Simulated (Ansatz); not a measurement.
# Compressing Ti3C2

Theory: DFT r2SCAN, scalar-relativistic, plane waves, PAW in Ansatz. Settings: 500 eV cutoff, 12×12×4 k-mesh, Gaussian smearing of 0.10 eV, no spin polarisation.

The relaxed crystal:

```xyz
10
Lattice="3.0640 0.0000 0.0000 -1.5320 2.6535 0.0000 0.0000 0.0000 15.1185" Properties=species:S:1:pos:R:3 pbc="T T T"
Ti    0.0000    1.7690   12.7630
Ti    1.5320    0.8845    5.2037
Ti    1.5320    0.8845    2.3555
Ti    0.0000    1.7690    9.9148
Ti    0.0000    0.0000    0.0000
Ti    0.0000    0.0000    7.5593
C     1.5320    0.8845   13.8208
C     0.0000    1.7690    6.2615
C     1.5320    0.8845    8.8570
C     0.0000    1.7690    1.2977
```

Cell and atoms are relaxed at each pressure within the symmetry of the start, at zero temperature, so transitions that lower the symmetry aren't seen. The k-mesh given is that at zero pressure and may differ at others. a, b and c are the lengths of the cell vectors above.

| P (GPa) | V (Å³/atom) | V/V0 | a (Å) | b (Å) | c (Å) |
| --- | --- | --- | --- | --- | --- |
| -2 | 12.47 | 1.014 | 3.076 | 3.076 | 15.208 |
| 0 | 12.29 | 1.000 | 3.064 | 3.064 | 15.119 |
| 2 | 12.13 | 0.987 | 3.052 | 3.052 | 15.039 |
| 5 | 11.91 | 0.969 | 3.036 | 3.036 | 14.921 |
| 10 | 11.58 | 0.942 | 3.011 | 3.011 | 14.753 |
| 20 | 11.03 | 0.897 | 2.966 | 2.966 | 14.473 |

(1) What bulk modulus and pressure derivative fit these points?

(2) Which cell vector or vectors give way most up to 20 GPa?

Results:

(1) A third-order Birch–Murnaghan fit gives B0 = 149 GPa and B0' = 3.9.

(2) c: the changes are a -3.2 %, b -3.2 %, c -4.3 %.

Cost: 6 runs of about 47 core-minutes in all, on AMD EPYC (Zen 3) (shared hosts).